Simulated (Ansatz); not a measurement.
Born–Oppenheimer molecular dynamics of a periodic cell of 19 atoms, Al (surface Al(111), adsorbate Al). It goes on from the last frame of an earlier run, with new velocities.

Theory: Ansatz, DFT PBE, scalar-relativistic, plane waves, PAW. Settings: cutoff 200 eV, k mesh 2x2x1, fermi-dirac smearing 0.05 eV, no spin polarisation.

```
ensemble        : NVT, Langevin thermostat
time step       : 3 fs
steps asked     : 200
set temperature : 1400 K
friction        : 0.01 /fs
atoms held      : 1 to 6
seed            : 595868
```

Frames 3 fs apart, positions in Å, forces in eV/Å.

Velocities at 150.0 fs (Å/ps):

```
Al 0.00 0.00 0.00
Al 0.00 0.00 0.00
Al 0.00 0.00 0.00
Al 0.00 0.00 0.00
Al 0.00 0.00 0.00
Al 0.00 0.00 0.00
Al 11.88 -3.47 5.78
Al 13.41 3.84 5.45
Al -4.38 0.75 2.06
Al -2.53 -3.06 8.98
Al -0.52 3.57 -4.81
Al 0.72 -9.62 -7.37
Al -5.17 -0.37 -14.58
Al -6.77 -5.14 8.06
Al 8.34 2.71 10.14
Al 0.24 9.37 6.73
Al -1.99 2.32 -3.72
Al 7.85 -1.92 -6.17
Al -15.54 2.50 9.56
```

```xyz
19
Lattice="5.7276 0.0000 0.0000 4.2957 7.4403 0.0000 0.0000 0.0000 17.6765" Properties=species:S:1:pos:R:3:forces:R:3 time_fs=150.0 energy_less_start_eV=0.077 T=1556
Al 1.432 0.827 1.000 -0.18 0.03 -0.10
Al 4.296 0.827 1.000 0.23 0.02 0.06
Al 2.864 3.307 1.000 -0.01 0.08 0.20
Al 5.728 3.307 1.000 0.01 -0.02 0.05
Al 4.296 5.787 1.000 0.09 -0.07 0.02
Al 7.160 5.787 1.000 0.01 -0.06 0.17
Al 0.246 1.760 3.500 -0.55 -1.24 -0.12
Al 2.901 1.497 3.393 0.42 0.22 0.15
Al 1.238 4.074 3.779 0.78 0.48 -0.24
Al 4.292 3.850 3.674 -0.51 0.52 -0.24
Al 3.105 6.479 3.443 -0.21 0.07 -0.11
Al 5.868 6.597 3.594 -0.35 -0.31 -0.32
Al -0.853 0.537 5.751 -0.37 -0.70 -0.47
Al 2.132 0.079 6.109 0.42 1.11 0.34
Al 0.304 2.702 6.620 0.73 0.55 -0.03
Al 3.315 2.716 6.065 -0.46 -0.02 0.24
Al 2.263 5.189 5.986 -0.19 0.36 0.43
Al 5.046 5.370 6.068 -0.12 -1.02 0.16
Al 4.352 7.206 8.104 0.25 0.00 -0.20
19
Lattice="5.7276 0.0000 0.0000 4.2957 7.4403 0.0000 0.0000 0.0000 17.6765" Properties=species:S:1:pos:R:3:forces:R:3 time_fs=153.0 energy_less_start_eV=0.076 T=1640
Al 1.432 0.827 1.000 -0.18 0.05 -0.07
Al 4.296 0.827 1.000 0.25 0.03 0.05
Al 2.864 3.307 1.000 -0.01 0.08 0.21
Al 5.728 3.307 1.000 0.01 -0.03 0.06
Al 4.296 5.787 1.000 0.08 -0.07 0.03
Al 7.160 5.787 1.000 0.02 -0.07 0.16
Al 0.281 1.749 3.514 -0.52 -1.16 -0.19
Al 2.944 1.509 3.411 0.25 0.00 0.13
Al 1.228 4.078 3.784 0.81 0.44 -0.28
Al 4.285 3.842 3.700 -0.41 0.54 -0.29
Al 3.103 6.488 3.429 -0.19 0.02 -0.15
Al 5.868 6.568 3.570 -0.30 -0.08 -0.21
Al -0.869 0.533 5.707 -0.29 -0.53 -0.11
Al 2.108 0.064 6.137 0.50 1.29 0.27
Al 0.327 2.710 6.650 0.57 0.34 -0.11
Al 3.314 2.741 6.085 -0.36 -0.19 0.29
Al 2.260 5.196 5.975 -0.12 0.44 0.47
Al 5.071 5.364 6.051 -0.30 -1.11 0.21
Al 4.306 7.215 8.137 0.20 0.02 -0.46
19
Lattice="5.7276 0.0000 0.0000 4.2957 7.4403 0.0000 0.0000 0.0000 17.6765" Properties=species:S:1:pos:R:3:forces:R:3 time_fs=156.0 energy_less_start_eV=0.119 T=1557
Al 1.432 0.827 1.000 -0.17 0.07 -0.04
Al 4.296 0.827 1.000 0.26 0.03 0.02
Al 2.864 3.307 1.000 -0.01 0.08 0.21
Al 5.728 3.307 1.000 0.02 -0.04 0.07
Al 4.296 5.787 1.000 0.07 -0.08 0.02
Al 7.160 5.787 1.000 0.03 -0.08 0.15
Al 0.313 1.738 3.526 -0.46 -1.06 -0.25
Al 2.989 1.518 3.430 0.08 -0.19 0.13
Al 1.219 4.085 3.786 0.84 0.36 -0.29
Al 4.282 3.838 3.720 -0.34 0.57 -0.32
Al 3.104 6.496 3.412 -0.19 -0.04 -0.19
Al 5.863 6.541 3.545 -0.26 0.13 -0.10
Al -0.886 0.525 5.662 -0.24 -0.36 0.23
Al 2.085 0.048 6.169 0.59 1.47 0.21
Al 0.350 2.719 6.678 0.42 0.16 -0.19
Al 3.308 2.764 6.107 -0.25 -0.35 0.32
Al 2.263 5.204 5.967 -0.08 0.50 0.48
Al 5.096 5.357 6.042 -0.47 -1.22 0.22
Al 4.259 7.229 8.173 0.16 0.05 -0.67
19
Lattice="5.7276 0.0000 0.0000 4.2957 7.4403 0.0000 0.0000 0.0000 17.6765" Properties=species:S:1:pos:R:3:forces:R:3 time_fs=159.0 energy_less_start_eV=0.194 T=1662
Al 1.432 0.827 1.000 -0.15 0.09 -0.02
Al 4.296 0.827 1.000 0.26 0.04 -0.01
Al 2.864 3.307 1.000 -0.01 0.08 0.22
Al 5.728 3.307 1.000 0.03 -0.05 0.07
Al 4.296 5.787 1.000 0.08 -0.10 0.00
Al 7.160 5.787 1.000 0.03 -0.09 0.14
Al 0.341 1.727 3.539 -0.39 -0.94 -0.30
Al 3.031 1.525 3.450 -0.06 -0.33 0.11
Al 1.209 4.095 3.788 0.87 0.27 -0.31
Al 4.279 3.841 3.734 -0.30 0.57 -0.32
Al 3.107 6.502 3.388 -0.22 -0.09 -0.21
Al 5.854 6.522 3.522 -0.23 0.27 -0.01
Al -0.907 0.513 5.615 -0.20 -0.19 0.57
Al 2.065 0.035 6.201 0.64 1.63 0.18
Al 0.373 2.731 6.706 0.27 -0.02 -0.27
Al 3.296 2.787 6.134 -0.10 -0.51 0.31
Al 2.262 5.212 5.962 -0.03 0.59 0.48
Al 5.125 5.345 6.033 -0.62 -1.29 0.21
Al 4.215 7.247 8.209 0.13 0.08 -0.85
19
Lattice="5.7276 0.0000 0.0000 4.2957 7.4403 0.0000 0.0000 0.0000 17.6765" Properties=species:S:1:pos:R:3:forces:R:3 time_fs=162.0 energy_less_start_eV=0.295 T=1405
Al 1.432 0.827 1.000 -0.14 0.10 0.00
Al 4.296 0.827 1.000 0.26 0.05 -0.03
Al 2.864 3.307 1.000 -0.02 0.08 0.22
Al 5.728 3.307 1.000 0.05 -0.06 0.07
Al 4.296 5.787 1.000 0.08 -0.12 -0.04
Al 7.160 5.787 1.000 0.03 -0.10 0.13
Al 0.368 1.716 3.549 -0.32 -0.81 -0.34
Al 3.070 1.529 3.472 -0.19 -0.44 0.07
Al 1.201 4.105 3.788 0.87 0.17 -0.34
Al 4.271 3.847 3.749 -0.25 0.57 -0.32
Al 3.108 6.505 3.363 -0.26 -0.15 -0.23
Al 5.842 6.503 3.501 -0.21 0.40 0.04
Al -0.929 0.500 5.566 -0.16 -0.08 0.90
Al 2.049 0.026 6.231 0.66 1.73 0.18
Al 0.397 2.746 6.734 0.14 -0.17 -0.32
Al 3.283 2.805 6.160 0.03 -0.65 0.31
Al 2.259 5.219 5.958 0.04 0.67 0.48
Al 5.154 5.327 6.021 -0.74 -1.31 0.20
Al 4.177 7.263 8.245 0.11 0.11 -0.98
19
Lattice="5.7276 0.0000 0.0000 4.2957 7.4403 0.0000 0.0000 0.0000 17.6765" Properties=species:S:1:pos:R:3:forces:R:3 time_fs=165.0 energy_less_start_eV=0.412 T=1235
Al 1.432 0.827 1.000 -0.12 0.11 0.01
Al 4.296 0.827 1.000 0.25 0.06 -0.04
Al 2.864 3.307 1.000 -0.04 0.09 0.22
Al 5.728 3.307 1.000 0.07 -0.06 0.07
Al 4.296 5.787 1.000 0.09 -0.14 -0.08
Al 7.160 5.787 1.000 0.03 -0.11 0.12
Al 0.393 1.704 3.553 -0.27 -0.70 -0.37
Al 3.102 1.530 3.490 -0.31 -0.51 0.01
Al 1.197 4.112 3.785 0.87 0.11 -0.33
Al 4.260 3.851 3.765 -0.18 0.59 -0.33
Al 3.111 6.510 3.340 -0.31 -0.23 -0.27
Al 5.825 6.485 3.482 -0.18 0.49 0.09
Al -0.949 0.489 5.517 -0.11 -0.01 1.21
Al 2.036 0.021 6.260 0.65 1.77 0.18
Al 0.425 2.763 6.757 0.03 -0.29 -0.35
Al 3.271 2.818 6.187 0.15 -0.75 0.29
Al 2.260 5.227 5.960 0.08 0.73 0.45
Al 5.178 5.311 6.008 -0.80 -1.27 0.19
Al 4.146 7.277 8.279 0.09 0.14 -1.07
19
Lattice="5.7276 0.0000 0.0000 4.2957 7.4403 0.0000 0.0000 0.0000 17.6765" Properties=species:S:1:pos:R:3:forces:R:3 time_fs=168.0 energy_less_start_eV=0.528 T=1123
Al 1.432 0.827 1.000 -0.10 0.11 0.01
Al 4.296 0.827 1.000 0.24 0.07 -0.06
Al 2.864 3.307 1.000 -0.05 0.08 0.23
Al 5.728 3.307 1.000 0.09 -0.07 0.07
Al 4.296 5.787 1.000 0.09 -0.15 -0.13
Al 7.160 5.787 1.000 0.03 -0.12 0.12
Al 0.422 1.691 3.552 -0.26 -0.59 -0.36
Al 3.128 1.529 3.505 -0.41 -0.54 -0.08
Al 1.197 4.116 3.783 0.84 0.08 -0.32
Al 4.249 3.855 3.780 -0.12 0.59 -0.35
Al 3.117 6.515 3.322 -0.38 -0.31 -0.33
Al 5.809 6.473 3.467 -0.12 0.51 0.12
Al -0.972 0.480 5.470 -0.03 0.06 1.52
Al 2.030 0.018 6.286 0.60 1.74 0.18
Al 0.456 2.784 6.783 -0.07 -0.38 -0.36
Al 3.256 2.830 6.211 0.27 -0.84 0.27
Al 2.259 5.236 5.969 0.11 0.76 0.41
Al 5.194 5.293 5.998 -0.82 -1.17 0.19
Al 4.119 7.287 8.310 0.09 0.16 -1.14
19
Lattice="5.7276 0.0000 0.0000 4.2957 7.4403 0.0000 0.0000 0.0000 17.6765" Properties=species:S:1:pos:R:3:forces:R:3 time_fs=171.0 energy_less_start_eV=0.615 T=1066
Al 1.432 0.827 1.000 -0.08 0.11 0.00
Al 4.296 0.827 1.000 0.23 0.07 -0.06
Al 2.864 3.307 1.000 -0.07 0.08 0.22
Al 5.728 3.307 1.000 0.10 -0.07 0.07
Al 4.296 5.787 1.000 0.10 -0.16 -0.17
Al 7.160 5.787 1.000 0.02 -0.12 0.11
Al 0.455 1.676 3.549 -0.30 -0.48 -0.32
Al 3.149 1.523 3.522 -0.47 -0.50 -0.21
Al 1.202 4.120 3.778 0.79 0.05 -0.29
Al 4.237 3.863 3.792 -0.07 0.55 -0.36
Al 3.121 6.521 3.305 -0.44 -0.39 -0.39
Al 5.794 6.464 3.454 -0.07 0.51 0.15
Al -0.997 0.475 5.432 0.10 0.10 1.78
Al 2.028 0.024 6.313 0.49 1.62 0.19
Al 0.487 2.807 6.808 -0.18 -0.46 -0.35
Al 3.235 2.838 6.233 0.40 -0.89 0.22
Al 2.256 5.252 5.981 0.14 0.76 0.38
Al 5.205 5.272 5.989 -0.78 -0.97 0.20
Al 4.092 7.295 8.334 0.08 0.17 -1.17
19
Lattice="5.7276 0.0000 0.0000 4.2957 7.4403 0.0000 0.0000 0.0000 17.6765" Properties=species:S:1:pos:R:3:forces:R:3 time_fs=174.0 energy_less_start_eV=0.690 T=1266
Al 1.432 0.827 1.000 -0.05 0.11 -0.02
Al 4.296 0.827 1.000 0.21 0.09 -0.06
Al 2.864 3.307 1.000 -0.08 0.07 0.22
Al 5.728 3.307 1.000 0.12 -0.07 0.06
Al 4.296 5.787 1.000 0.11 -0.18 -0.23
Al 7.160 5.787 1.000 0.02 -0.13 0.10
Al 0.491 1.655 3.543 -0.39 -0.35 -0.25
Al 3.165 1.520 3.546 -0.51 -0.44 -0.36
Al 1.206 4.124 3.771 0.74 0.01 -0.25
Al 4.226 3.874 3.806 -0.04 0.50 -0.38
Al 3.122 6.523 3.289 -0.53 -0.42 -0.39
Al 5.774 6.457 3.440 0.02 0.48 0.18
Al -1.013 0.473 5.403 0.24 0.12 1.98
Al 2.031 0.037 6.340 0.34 1.43 0.18
Al 0.517 2.832 6.828 -0.32 -0.53 -0.32
Al 3.205 2.845 6.260 0.56 -0.89 0.15
Al 2.255 5.277 5.990 0.17 0.72 0.34
Al 5.212 5.247 5.981 -0.70 -0.68 0.25
Al 4.065 7.300 8.357 0.08 0.18 -1.20
19
Lattice="5.7276 0.0000 0.0000 4.2957 7.4403 0.0000 0.0000 0.0000 17.6765" Properties=species:S:1:pos:R:3:forces:R:3 time_fs=177.0 energy_less_start_eV=0.770 T=1254
Al 1.432 0.827 1.000 -0.02 0.10 -0.06
Al 4.296 0.827 1.000 0.18 0.10 -0.06
Al 2.864 3.307 1.000 -0.10 0.06 0.21
Al 5.728 3.307 1.000 0.13 -0.06 0.05
Al 4.296 5.787 1.000 0.12 -0.21 -0.30
Al 7.160 5.787 1.000 0.00 -0.13 0.09
Al 0.528 1.631 3.536 -0.51 -0.20 -0.17
Al 3.179 1.519 3.570 -0.50 -0.39 -0.51
Al 1.213 4.130 3.762 0.68 -0.03 -0.22
Al 4.221 3.883 3.818 -0.03 0.44 -0.41
Al 3.125 6.516 3.271 -0.66 -0.38 -0.31
Al 5.749 6.453 3.425 0.17 0.41 0.22
Al -1.022 0.472 5.385 0.39 0.10 2.08
Al 2.039 0.056 6.370 0.16 1.19 0.17
Al 0.552 2.861 6.842 -0.52 -0.60 -0.25
Al 3.170 2.852 6.284 0.78 -0.86 0.06
Al 2.254 5.310 5.995 0.21 0.63 0.31
Al 5.214 5.219 5.972 -0.59 -0.34 0.32
Al 4.039 7.304 8.377 0.08 0.18 -1.21
19
Lattice="5.7276 0.0000 0.0000 4.2957 7.4403 0.0000 0.0000 0.0000 17.6765" Properties=species:S:1:pos:R:3:forces:R:3 time_fs=180.0 energy_less_start_eV=0.862 T=1207
Al 1.432 0.827 1.000 0.01 0.09 -0.11
Al 4.296 0.827 1.000 0.16 0.11 -0.06
Al 2.864 3.307 1.000 -0.11 0.05 0.21
Al 5.728 3.307 1.000 0.14 -0.06 0.04
Al 4.296 5.787 1.000 0.15 -0.24 -0.40
Al 7.160 5.787 1.000 -0.01 -0.14 0.07
Al 0.563 1.611 3.529 -0.67 -0.05 -0.07
Al 3.187 1.513 3.597 -0.48 -0.32 -0.65
Al 1.228 4.137 3.751 0.61 -0.08 -0.18
Al 4.218 3.889 3.825 -0.01 0.36 -0.44
Al 3.128 6.506 3.251 -0.82 -0.29 -0.16
Al 5.724 6.446 3.409 0.35 0.34 0.27
Al -1.033 0.472 5.376 0.56 0.07 2.09
Al 2.046 0.080 6.405 0.00 0.95 0.15
Al 0.584 2.892 6.854 -0.74 -0.68 -0.17
Al 3.139 2.857 6.308 1.03 -0.79 -0.04
Al 2.253 5.348 5.999 0.24 0.51 0.29
Al 5.216 5.190 5.964 -0.49 -0.01 0.37
Al 4.015 7.312 8.392 0.08 0.18 -1.21
19
Lattice="5.7276 0.0000 0.0000 4.2957 7.4403 0.0000 0.0000 0.0000 17.6765" Properties=species:S:1:pos:R:3:forces:R:3 time_fs=183.0 energy_less_start_eV=0.976 T=1390
Al 1.432 0.827 1.000 0.04 0.07 -0.18
Al 4.296 0.827 1.000 0.14 0.12 -0.06
Al 2.864 3.307 1.000 -0.12 0.03 0.21
Al 5.728 3.307 1.000 0.15 -0.05 0.03
Al 4.296 5.787 1.000 0.17 -0.26 -0.49
Al 7.160 5.787 1.000 -0.02 -0.14 0.04
Al 0.598 1.588 3.520 -0.87 0.12 0.04
Al 3.192 1.506 3.627 -0.43 -0.23 -0.81
Al 1.246 4.145 3.744 0.50 -0.13 -0.15
Al 4.208 3.897 3.832 0.02 0.28 -0.48
Al 3.127 6.494 3.235 -0.95 -0.19 0.01
Al 5.702 6.441 3.390 0.50 0.23 0.34
Al -1.044 0.479 5.373 0.76 0.02 2.09
Al 2.050 0.112 6.443 -0.14 0.71 0.12
Al 0.608 2.918 6.865 -0.95 -0.76 -0.07
Al 3.111 2.864 6.335 1.28 -0.70 -0.13
Al 2.250 5.387 6.006 0.26 0.38 0.29
Al 5.221 5.157 5.958 -0.42 0.33 0.42
Al 3.994 7.321 8.401 0.08 0.17 -1.21
```

Of the whole run (600 fs, mean temperature of the second half 1224 K): The mean temperature of the second half is 13 % below the set value. A run of 0.6 ps of so small a system gives no equilibrium averages. The plane-wave cutoff is below what these datasets need, so energies and pressures aren't converged. Limits of this set-up: coarse k mesh, thin slab, slab without dipole correction.

The run took 7 min on 1 thread of Arm Neoverse V2, with other jobs on the host, peak memory 0.46 GiB.
